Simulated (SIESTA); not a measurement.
The system is Hf.

```
CELL_PARAMETERS angstrom
4.96233 0.00000 0.00000
-2.48116 4.29750 0.00000
0.00000 0.00000 3.08623
ATOMIC_POSITIONS crystal
Hf 0.00000 0.00000 0.00000
Hf 0.33333 0.66667 0.50000
Hf 0.66667 0.33333 0.50000
```

This isn't the form of Hf at room conditions, which is hcp.

Base run:

- Program: SIESTA 5.4.2
- Functional: LDA
- Potentials or basis: PseudoDojo 0.4 standard (LDA files)
- Basis: DZP (energy shift 0.003 Ry; two zetas on semicore shells)
- Grid cutoff: 800 Ry
- Energy shift: 0.003 Ry
- k mesh: 6 × 6 × 9
- Occupations: fermi-dirac, width 0.05 eV
- Spin: no spin polarisation

Its results: band gap on the k mesh none (metal or under the smearing width); pressure -7.0 GPa.

Problem. The run is repeated on the same cell with these changes: functional from LDA to PBEsol; potentials or basis from PseudoDojo 0.4 standard (LDA files) to PseudoDojo 0.4 standard (PBEsol files). What comes out?

Solution. Band gap on the k mesh none (metal or under the smearing width); pressure -2.0 GPa.

Caveats: short orbitals over semicore shells can move pressures by several GPa; the basis of atomic orbitals isn't converged, which shifts pressures, moduli and gaps.

Not every run made on this cell is shown here.
